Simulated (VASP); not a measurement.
**BaS in VASP 6.6.1, single-point calculation**

INCAR

```
NBANDS = 15
SIGMA = 0.005
ISIF = 2
PREC = Accurate
GGA = PE
EDIFF = 1E-7
NSW = 0
IBRION = -1
NELM = 120
ISMEAR = 0
LWAVE = .FALSE.
LCHARG = .FALSE.
ENCUT = 520
LREAL = .FALSE.
LASPH = .TRUE.
```

KPOINTS

```
KPOINTS created by Atomic Simulation Environment
0
Gamma
6 6 6
0 0 0
```

POSCAR

```
Ba S
 1.0000000000000000
     0.0000000000000000    3.3452008881999999    3.7894180099999999
     3.3452008881999999    0.0000000000000000    3.7894180099999999
     3.3452008881999999    3.3452008881999999    0.0000000000000000
 Ba  S
   1   1
Cartesian
  0.0000000000000000  0.0000000000000000  0.0000000000000000
  1.6726004441000000  1.6726004441000000  1.8947090049999999
```

The recommended PBE PAW datasets give the neutral cell 16 valence electrons.

Command

```
mpirun -np 1 vasp_std
```

Question: Predict the outcome of this run.

Answer: It converged. Results: gap between bands v and c on the k mesh 2.70 eV; least direct gap on the k mesh 3.16 eV; pressure 0.9 GPa. Band v is the last that the valence electrons fill when counted band by band, and c is the next.

OSZICAR

```
N       E                     dE             d eps       ncg     rms          rms(c)
DAV:   1     0.885000813276E+02    0.88500E+02   -0.63938E+03   900   0.892E+02
DAV:   2    -0.412319259228E+01   -0.92623E+02   -0.84075E+02  1219   0.162E+02
DAV:   3    -0.105150007780E+02   -0.63918E+01   -0.63463E+01  1245   0.462E+01
DAV:   4    -0.106767193746E+02   -0.16172E+00   -0.16169E+00  1276   0.737E+00
DAV:   5    -0.106794337802E+02   -0.27144E-02   -0.27143E-02  1328   0.797E-01    0.519E+00
DAV:   6    -0.971950255237E+01    0.95993E+00   -0.13224E+00  1040   0.623E+00    0.354E+00
DAV:   7    -0.968245512052E+01    0.37047E-01   -0.38570E-01  1139   0.302E+00    0.253E+00
DAV:   8    -0.969449681121E+01   -0.12042E-01   -0.38101E-02  1082   0.123E+00    0.743E-01
DAV:   9    -0.970462517307E+01   -0.10128E-01   -0.15820E-02   942   0.839E-01    0.360E-01
DAV:  10    -0.970777538880E+01   -0.31502E-02   -0.13931E-03  1061   0.216E-01    0.110E-01
DAV:  11    -0.970885546505E+01   -0.10801E-02   -0.16242E-03   921   0.205E-01    0.316E-02
DAV:  12    -0.970888935345E+01   -0.33888E-04   -0.11019E-04  1288   0.502E-02    0.384E-02
DAV:  13    -0.970890394730E+01   -0.14594E-04   -0.28304E-05   963   0.328E-02    0.107E-02
DAV:  14    -0.970890378836E+01    0.15894E-06   -0.59202E-07  1264   0.511E-03    0.439E-03
DAV:  15    -0.970890350876E+01    0.27960E-06   -0.41530E-07  1012   0.380E-03    0.432E-04
DAV:  16    -0.970890355936E+01   -0.50602E-07   -0.25100E-08  1031   0.106E-03
   1 F= -.97089036E+01 E0= -.97089036E+01  d E =-.703359-173
```

For comparison, a separate PBE run of the intended cell, on usual settings and not on those above, gives a gap of 2.70 eV on its mesh and a pressure of 0.9 GPa.
